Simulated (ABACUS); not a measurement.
# Al (P-1) in ABACUS: convergence with radial spacing of the orbitals

Aim: find how far radial spacing of the orbitals must go before the results for Al settle, at PBE. This setting moves, with any that are tied to it; all else stays.

All numbers are computed with ABACUS 3.10.1; they aren't measurements. Logs are shortened: lines on timing, memory, paths and dates and some standing lists are left out, and cuts for length are marked.

## 1. The cell of the first run

The typed cell holds 1 atom: a = 2.745 Å, b = 2.851 Å, c = 2.742 Å, α = 111.53°, β = 107.68°, γ = 111.04°.

This isn't the form of Al at room conditions, which is fcc.

The cell isn't the ideal one: cell strained at random.

## 2. With radial spacing of the orbitals 0.08 bohr

INPUT

```
INPUT_PARAMETERS
suffix              Al
calculation         scf
basis_type          lcao
pseudo_dir          ./
orbital_dir         ./
symmetry            1
dft_functional      pbe
ecutwfc             100
pseudo_rcut         7
nspin               1
nbands              6
ks_solver           genelpa
smearing_method     fd
smearing_sigma      0.00734986
scf_thr             1e-07
scf_nmax            100
mixing_type         broyden
mixing_beta         0.7
cal_force           1
cal_stress          1
out_mul             1
lcao_dr             0.08
```

STRU

```
ATOMIC_SPECIES
Al 26.9815 Al.upf

NUMERICAL_ORBITAL
Al_confined-atom_8au_2s2p1d.orb

LATTICE_CONSTANT
1.8897261246

LATTICE_VECTORS
-1.5955610000 1.6192490000 1.5380060000
1.6207750000 -1.6860580000 1.6300280000
1.5262510000 1.6167480000 -1.6048150000

ATOMIC_POSITIONS
Direct

Al
0.0
1
-0.0057240000 -0.0189510000 -0.0050440000 1 1 1
```

KPT

```
K_POINTS
0
Gamma
9 9 9 0 0 0
```

Potentials or basis: PseudoDojo NC SR 0.4.1 PBE standard, DZP LCAO (the cutoffs set its grid).

Run with:

```
$ OMP_NUM_THREADS=1 mpirun -np 4 abacus > log
```

It took 3.2 s on 4 MPI ranks of Intel Xeon 6975P-C (Granite Rapids), shared host; peak memory 0.36 GiB.

Results:

* Free energy: -62.8924 eV
* Pressure: 4.4 GPa
* Band gap on the k mesh: none (metal or under the smearing width)

## 3. With radial spacing of the orbitals 0.04 bohr

INPUT, as its differences from that of step 2:

```diff
@@ -22,2 +22,2 @@
 out_mul             1
-lcao_dr             0.08
+lcao_dr             0.04
```

STRU is that of step 2.

KPT is that of step 2.

Potentials or basis: PseudoDojo NC SR 0.4.1 PBE standard, DZP LCAO (the cutoffs set its grid).

Run with:

```
$ OMP_NUM_THREADS=1 mpirun -np 4 abacus > log
```

It took 3 s on 4 MPI ranks of Intel Xeon 6975P-C (Granite Rapids), shared host; peak memory 0.36 GiB.

Results:

* Free energy: -62.8924 eV
* Pressure: 4.4 GPa
* Band gap on the k mesh: none (metal or under the smearing width)

## 4. With radial spacing of the orbitals 0.02 bohr

INPUT, as its differences from that of step 3:

```diff
@@ -22,2 +22,2 @@
 out_mul             1
-lcao_dr             0.04
+lcao_dr             0.02
```

STRU is that of step 3.

KPT is that of step 3.

Run with:

```
$ OMP_NUM_THREADS=1 mpirun -np 4 abacus > log
```

Wall time 3 s (4 MPI ranks of Intel Xeon 6975P-C (Granite Rapids), shared host); peak memory 0.36 GiB.

The run converged. Its results:

```yaml
Free_energy: -62.8924 eV
Pressure: 4.4 GPa
Band_gap_on_the_k_mesh: none (metal or under the smearing width)
```

## 5. With radial spacing of the orbitals 0.01 bohr

INPUT, as its differences from that of step 4:

```diff
@@ -22,2 +22,2 @@
 out_mul             1
-lcao_dr             0.02
+lcao_dr             0.01
```

STRU is that of step 4.

KPT is that of step 4.

Run with:

```
$ OMP_NUM_THREADS=1 mpirun -np 4 abacus > log
```

It took 3.1 s on 4 MPI ranks of Intel Xeon 6975P-C (Granite Rapids), shared host; peak memory 0.36 GiB.

It converged, with:

* Free energy: -62.8924 eV
* Pressure: 4.4 GPa
* Band gap on the k mesh: none (metal or under the smearing width)

## 6. With radial spacing of the orbitals 0.005 bohr

INPUT, as its differences from that of step 5:

```diff
@@ -22,2 +22,2 @@
 out_mul             1
-lcao_dr             0.01
+lcao_dr             0.005
```

STRU is that of step 5.

KPT is that of step 5.

Potentials or basis: PseudoDojo NC SR 0.4.1 PBE standard, DZP LCAO (the cutoffs set its grid).

Run with:

```
$ OMP_NUM_THREADS=1 mpirun -np 4 abacus > log
```

running log:

```text
ABACUS v3.10.1

               Atomic-orbital Based Ab-initio Computation at UStc

 ------------------------------------------------------------------------------------

 READING GENERAL INFORMATION
                           global_out_dir = OUT.Al/
                           global_in_card = INPUT
                               pseudo_dir = ./
                              orbital_dir = ./
                                    DSIZE = 4
                                    GSIZE = 1

 READING UNITCELL INFORMATION
                                    ntype = 1
                  lattice constant (Bohr) = 1.88973
              lattice constant (Angstrom) = 1

 READING ATOM TYPE 1
                               atom label = Al
                      L=0, number of zeta = 2
                      L=1, number of zeta = 2
                      L=2, number of zeta = 1
             number of atom for this type = 1

                        TOTAL ATOM NUMBER = 1
DIRECT COORDINATES
    atom                   x                   y                   z     mag                  vx                  vy                  vz
taud_Al1            0.9942760000        0.9810490000        0.9949560000  0.0000        0.0000000000        0.0000000000        0.0000000000

                          Volume (Bohr^3) = 108.754
                             Volume (A^3) = 16.1157

 Lattice vectors: (Cartesian coordinate: in unit of a_0)
             -1.59556            +1.61925            +1.53801
             +1.62078            -1.68606            +1.63003
             +1.52625            +1.61675            -1.60482
 Reciprocal vectors: (Cartesian coordinate: in unit of 2 pi/a_0)
          +0.00437254           +0.315771           +0.322278
            +0.315541          +0.0132291           +0.313421
            +0.324689           +0.316062         +0.00408112
 The esolver type has been set to : ksdft_lcao

                PAO radial cut off (Bohr) = 7

 Read in pseudopotential file is Al.upf
                     pseudopotential type = NC
          exchange-correlation functional = PBE
                 nonlocal core correction = 1
                        valence electrons = 3
                                     lmax = 2
                           number of zeta = 2
                     number of projectors = 6
                           L of projector = 0
                           L of projector = 0
                           L of projector = 1
                           L of projector = 1
                           L of projector = 2
                           L of projector = 2
     initial pseudo atomic orbital number = 4

 SETUP THE ELECTRONS NUMBER
            electron number of element Al = 3
      total electron number of element Al = 3
            AUTOSET number of electrons:  = 3
                           occupied bands = 2
[... 157 lines left out ...]

 -------------------------------------------
 SELF-CONSISTENT
 -------------------------------------------

 SETUP SEARCHING RADIUS FOR PROGRAM TO SEARCH ADJACENT ATOMS
                  longest orb rcut (Bohr) = 8
   longest nonlocal projector rcut (Bohr) = 1.78
                     search radius (Bohr) = 19.6
              searching radius is (Bohr)) = 19.6
         searching radius unit is (Bohr)) = 1.89
                         PeriodicBoundary = 1
                        Radius(unit:lat0) = 10.4
                                   glayer = [ 6, 6, 6 ]
                             glayer_minus = [ 5, 5, 5 ]

Find the coordinate range of the input atom(unit:lat0).
                                  min_tau = [ -22.2, -23, -22.3 ]
                                  max_tau = [ 25.2, 26.2, 25.4 ]
                                BoxNumber = [ 11, 11, 11 ]

 SETUP EXTENDED REAL SPACE GRID FOR GRID INTEGRATION
                          real space grid = [ 36, 36, 36 ]
                 big cell numbers in grid = [ 12, 12, 12 ]
             meshcell numbers in big cell = [ 3, 3, 3 ]
                        extended fft grid = [ 23, 23, 24 ]
                dimension of extened grid = [ 59, 59, 61 ]
                            UnitCellTotal = 150
              Atom number in sub-FFT-grid = 1
    Local orbitals number in sub-FFT-grid = 13
                                ParaV.nnr = 8967
                                 init_chg = atomic

 LCAO ALGORITHM --------------- ION=   1  ELEC=   1--------------------------------

 Density error is 0.0980097827919
----------------------------------------------------------
     Energy           Rydberg                 eV
----------------------------------------------------------
 E_KohnSham     -4.6227001552        -62.8950622558
 E_Harris       -4.6024402110        -62.6194115741
 E_Fermi        0.6079484673         8.2715632451
----------------------------------------------------------
[... 58 lines left out ...]
 Density error is 1.14073592727e-08
----------------------------------------------------------
     Energy           Rydberg                 eV
----------------------------------------------------------
 E_KohnSham     -4.6225016734        -62.8923617726
 E_KS(sigma->0) -4.6219312685        -62.8846010156
 E_Harris       -4.6225016757        -62.8923618046
 E_band         0.8223735367         11.1889659829
 E_one_elec     2.9957391465         40.7591221139
 E_Hartree      0.0051402311         0.0699364326
 E_xc           -2.1782020961        -29.6359599030
 E_Ewald        -5.4440381451        -74.0699389021
 E_entropy(-TS) -0.0011408098        -0.0155215140
 E_descf        0.0000000000         0.0000000000
 E_exx          0.0000000000         0.0000000000
 E_Fermi        0.6053353534         8.2360100067
----------------------------------------------------------

 charge density convergence is achieved
 final etot is -62.892361773 eV
 EFERMI = 8.2360100067 eV

 STATE ENERGY(eV) AND OCCUPATIONS    NSPIN == 1
 1/365 kpoint (Cartesian) = 0.0000 0.0000 0.0000 (461 pws)
       1       -3.07859     0.00274348
       2        21.0196    8.31834e-59
       3        21.2337    9.77806e-60
       4        22.2744    2.95274e-64
       5        22.2775    2.86266e-64
       6        23.3574    5.84751e-69
[... 33 lines left out ...]
 6/365 kpoint (Cartesian) = 0.035060 0.0014699 0.034825 (468 pws)
       1       -2.75353     0.00548697
       2        18.4808    1.76447e-47
       3        19.7741    4.26572e-53
       4        20.0006    4.43153e-54
       5        22.3018    4.49078e-64
       6        23.6718    5.03985e-70

[... levels at 359 further k points ...]

 correction force for each atom along direction 1 is 1.73891e-07
 correction force for each atom along direction 2 is -7.30849e-10
 correction force for each atom along direction 3 is 1.71991e-07
------------------------------------------------------------------------------------------
 TOTAL-FORCE (eV/Angstrom)
------------------------------------------------------------------------------------------
                       Al1         0.0000000000         0.0000000000         0.0000000000
------------------------------------------------------------------------------------------

----------------------------------------------------------------
 TOTAL-STRESS (KBAR)
----------------------------------------------------------------
        31.9784044463        16.5378274222        -4.0052583769
        16.5378274222        59.1323757839        16.7285000895
        -4.0052583769        16.7285000895        39.8612579144
----------------------------------------------------------------
 TOTAL-PRESSURE: 43.657346 KBAR

 --------------------------------------------
 !FINAL_ETOT_IS -62.8923617725814026 eV
 --------------------------------------------
```

Run time: 3.2 s. Hardware: 4 MPI ranks of Intel Xeon 6975P-C (Granite Rapids), shared host; peak memory 0.36 GiB.

Results:

- Free energy: -62.8924 eV
- Pressure: 4.4 GPa
- Band gap on the k mesh: none (metal or under the smearing width)

## 7. Summary

```csv
radial spacing of the orbitals,"energy less the tightest run, at zero smearing (meV/atom)",SCF cycles,CPU time (s)
0.08 bohr,0.00,7,11
0.04 bohr,0.00,7,12
0.02 bohr,0.00,7,12
0.01 bohr,0.00,7,12
0.005 bohr,0.00,7,12
```

Against the tightest run, the energy stays within 1 meV/atom from 0.08 bohr on. The tightest run that finished is the yardstick and may itself not be fully converged.

Caveats: the atomic orbitals were generated for these runs and aren't a published set; the basis of atomic orbitals isn't converged, which shifts pressures, moduli and gaps.
